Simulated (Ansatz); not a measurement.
# Cu (Fm-3m), an elastic constant from a strain scan

All numbers below come from DFT PBEsol, scalar-relativistic, plane waves, PAW in Ansatz 0.2.0. Settings: plane waves to 420 eV, k-mesh 28×28×28 (Γ-centred), Gaussian smearing 0.15 eV. No spin polarisation. Energies are free energies at this smearing, counted from the undisturbed cell; pressure is positive in compression.

Reference structure (relaxed at this level):

```
CELL_PARAMETERS angstrom
0.00000 1.78169 1.78169
1.78169 0.00000 1.78169
1.78169 1.78169 0.00000
ATOMIC_POSITIONS crystal
Cu 0.00000 0.00000 0.00000
```

The cell is strained by ε times the Voigt pattern (0, 1, 0, 0, 0, 0) (xx, yy, zz, yz, xz, xy; engineering shear) with fractional coordinates fixed. The cell holds 1 atom in V0 = 11.31 Å³. The stress column is τ = (1/V0) dE/dε, got from the stress tensor σ (compression positive) at each point as −det(1 + εP) σ : P(1 + εP)⁻¹, with P the pattern as a tensor.

```
      ε  ΔE (meV/atom)  τ (GPa)
-0.1000         87.932  -26.689
-0.0750         47.721  -19.008
-0.0500         20.425  -12.015
-0.0250          4.931   -5.674
 0.0000          0.000   -0.019
 0.0250          4.489    5.007
 0.0500         17.285    9.381
 0.0750         37.250   13.159
 0.0875         49.624   14.863
 0.1000              ?        ?
```

Q: Which combination of elastic constants does this scan measure, and how large is it?

A: For small ε, τ = τ0 + Kε with K = pᵀCp, which for this pattern is C11 in the cubic axes. The parabola through τ at ε = -0.0250, 0 and 0.0250 has slope K = 214 GPa at zero. The energies per cell, E = NΔE, of the same two points give K = 2[E(ε₊)/ε₊ − E(ε₋)/ε₋]/[(ε₊ − ε₋)V0] = 213 GPa, in agreement.

Q: Predict the withheld row at ε = 0.1000 from the harmonic law, and compare.

A: ΔE = V0(τ0 ε + Kε²/2)/N = 75.273 meV/atom and τ = 21.34 GPa. The calculation gives 63.441 meV/atom and 16.42 GPa: the energy lies 16 % below the harmonic value, as bonds soften when stretched.

In a metal these slopes depend on the k mesh and the smearing.